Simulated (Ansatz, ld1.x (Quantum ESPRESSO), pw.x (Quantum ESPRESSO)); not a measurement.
## hafnium (Hf): does the TM potential hold in the solid?

| Property | Result |
| --- | --- |
| Element | Hf (Z = 72) |
| Generator | ld1.x (Quantum ESPRESSO) 7.5 |
| Type | norm-conserving Troullier–Martins (Kleinman–Bylander form) |
| Functional | PBE |
| Relativity | scalar-relativistic |
| Frozen core | [Xe] 4f14 |
| Valence charge | 4 |
| Reference configuration | 5d2 6s2 6p0 |
| Partial waves | 6s (bound): rc 3.10 bohr; 5d (bound): rc 1.90 bohr; 6p (bound, empty): rc 3.00 bohr |
| Local potential | the p channel |
| Core correction | a·sin(br)/r model core, default radius (core density twice the valence density) |

Atomic tests: cutoffs needed: 21 Ry and 30 Ry (the cutoffs (Ry, on a coarse ladder) from which the occupation-weighted sum of valence levels, in a spherical-Bessel basis at the reference potential, stays within 10 and 1 mRy of its value at 400 Ry); ghost test: ghost state, extra bound levels that the all-electron valence spectrum of the same l lacks: s at -1.22 eV; a true bound ghost makes a file unfit for plane-wave use (spherical-Bessel basis up to 400 Ry, 20 bohr box); configuration tests: 1 of 7 tests not solved or not reliable.

Crystal test: bcc Hf in pw.x 7.5, no spin, 13³ k-points, Fermi–Dirac smearing 0.01 Ry, cutoffs 50/200 Ry. The lattice is a test structure that the element need not adopt, and mesh and smearing are coarse.

pw.x input:

```
&control
  calculation='scf', prefix='x', pseudo_dir='./', outdir='./tmp', tstress=.true., disk_io='low'
/
&system
  ibrav=0, nat=1, ntyp=1, ecutwfc=50, ecutrho=200, nbnd=9,
  occupations='smearing', smearing='fd', degauss=0.01
/
&electrons
  conv_thr=1e-09, mixing_beta=0.4, electron_maxstep=70
/
ATOMIC_SPECIES
Hf 1.0 Hf.UPF
CELL_PARAMETERS angstrom
  -1.77512067 1.77512067 1.77512067
  1.77512067 -1.77512067 1.77512067
  1.77512067 1.77512067 -1.77512067
ATOMIC_POSITIONS crystal
Hf 0.0000 0.0000 0.0000
K_POINTS automatic
13 13 13 0 0 0
```

```bash
pw.x < Hf.scf.in > Hf.scf.out
```

**Question.** How does the run end?

**Answer.** It converges; the pressure is 7.79 GPa against 0.21 GPa from all-electron LAPW. The largest radius (3.10 bohr) exceeds half the bond length (2.90 bohr), so the spheres overlap, which is one possible source of error among others. This is a poor potential for the solid. Note: ghost state, extra bound levels that the all-electron valence spectrum of the same l lacks: s at -1.22 eV. A true bound ghost makes a file unfit for plane-wave use. Atomic configuration tests: 1 of 7 tests not solved or not reliable. The logarithmic derivative shows an extra or strongly shifted pseudo pole above the reference energy (s near -0.10 Ry). The log shows:

```
     lattice parameter (alat)  =       5.8102  a.u.
     unit-cell volume          =     150.9872 (a.u.)^3
     number of electrons       =         4.00
     number of Kohn-Sham states=            9
     kinetic-energy cutoff     =      50.0000  Ry
     charge density cutoff     =     200.0000  Ry
     scf convergence threshold =      1.0E-09
     Exchange-correlation= PBE
     number of k points=    84  Fermi-Dirac smearing, width (Ry)=  0.0100
     iteration #  1     ecut=    50.00 Ry     beta= 0.40
     total energy              =     -10.45101233 Ry
     estimated scf accuracy    <       0.01274488 Ry
     iteration #  2     ecut=    50.00 Ry     beta= 0.40
     total energy              =     -10.45021460 Ry
     estimated scf accuracy    <       0.00285236 Ry
     iteration #  3     ecut=    50.00 Ry     beta= 0.40
     total energy              =     -10.45055704 Ry
     estimated scf accuracy    <       0.00001514 Ry
     iteration #  4     ecut=    50.00 Ry     beta= 0.40
     total energy              =     -10.45055842 Ry
     estimated scf accuracy    <       0.00000376 Ry
     iteration #  5     ecut=    50.00 Ry     beta= 0.40
     total energy              =     -10.45055894 Ry
     estimated scf accuracy    <       0.00000012 Ry
     iteration #  6     ecut=    50.00 Ry     beta= 0.40
     total energy              =     -10.45055895 Ry
     estimated scf accuracy    <          5.7E-09 Ry
     iteration #  7     ecut=    50.00 Ry     beta= 0.40
     the Fermi energy is     8.7681 ev
!    total energy              =     -10.45055895 Ry
     estimated scf accuracy    <          8.7E-11 Ry
     smearing contrib. (-TS)   =      -0.00843638 Ry
     The total energy is F=E-TS. E is the sum of the following terms:
     one-electron contribution =       5.33243155 Ry
     hartree contribution      =       0.00758379 Ry
     xc contribution           =      -7.10306857 Ry
     ewald contribution        =      -8.67906934 Ry
     convergence has been achieved in   7 iterations
          total   stress  (Ry/bohr**3)                   (kbar)     P=       77.94
```
